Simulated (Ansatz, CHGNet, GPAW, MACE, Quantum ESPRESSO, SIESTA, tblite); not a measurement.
**Other levels on AlP(100) slab, H on both faces (108 atoms)**

The cell holds 108 atoms: 36 Al, 36 P and 36 H. Cell: a = 11.589 Å, b = 11.589 Å, c = 21.292 Å, α = 90.0°, β = 90.0°, γ = 90.0°. It derives from AlP (zinc-blende). Zinc-blende AlP (a = 5.463 Å), (100) slab of 8 atomic planes, 3 x 3 surface cells, H on the broken bonds of both faces, 10 Å of vacuum; displaced by a Gaussian of 0.02 Å. Then every atom was moved at random, 0.03 Å r.m.s. a Cartesian component (hydrogen 0.6 of that). Regions: slab, 72 atoms (36 Al and 36 P); hydrogen, 36 atoms (36 H). Vacuum lies along c.

Geometry: as built.

The reference, a calculation:

- method: Kohn-Sham DFT, PBE, PAW, plane waves (Ansatz 0.2.0); cutoff 420 eV, Γ point, fermi-dirac smearing of 0.05 eV; PAW set soft_2
- r.m.s. force component: 0.642 eV/Å
- longest force: 3.687 eV/Å
- SCF cycles: 21
- time: 40 s on 4 threads of Arm Neoverse V2, shared host
- CPU time: 2.6 min

Runs, in no order:
A. MACE MP-0b3 medium potential: machine-learned interatomic potential MACE MP-0b3 medium, trained on PBE(+U) plane-wave data
B. GPAW LDA, LCAO dzp, h 0.2 Å: Kohn-Sham DFT, LDA, PAW, atomic orbitals (dzp)
C. CHGNet 0.3.0 potential: machine-learned interatomic potential CHGNet 0.3.0, trained on PBE(+U) plane-wave data
D. GPAW PBE, LCAO dzp, h 0.16 Å: Kohn-Sham DFT, PBE, PAW, atomic orbitals (dzp)
E. QE PBE, sssp-1.3.0-efficiency, 45/360 Ry: Kohn-Sham DFT, PBE, SSSP efficiency 1.3.0 pseudopotentials, plane waves

Q: Order them from the smallest to the largest r.m.s. force difference.

E, D, B, A, C.

| run | Δ force, r.m.s. (meV/Å) | share of r.m.s. force (%) | CPU time |
| --- | --- | --- | --- |
| E. QE PBE, sssp-1.3.0-efficiency, 45/360 Ry | 6.85 | 1.07 | 30 min |
| D. GPAW PBE, LCAO dzp, h 0.16 Å | 111 | 17.4 | 9.9 min |
| B. GPAW LDA, LCAO dzp, h 0.2 Å | 172 | 26.8 | 5 min |
| A. MACE MP-0b3 medium potential | 251 | 39.2 | 8.1 s |
| C. CHGNet 0.3.0 potential | 453 | 70.5 | 3.2 s |

Machine-learned potentials mimic data converged in k, so the reference's own k-point error enters their differences. Caps of real hydrogen don't mimic the fractional bonds of a polar compound, so surface states and strained caps may belong to the model. The electronic-structure runs sample only Γ, in a cell whose shortest periodic width is 12 Å, which is coarse for a cell with partly filled levels.

[Hosts, paths, dates, database ids (printed as entryN), source tags and the programs' standing remarks are cut or masked in the printed files.]
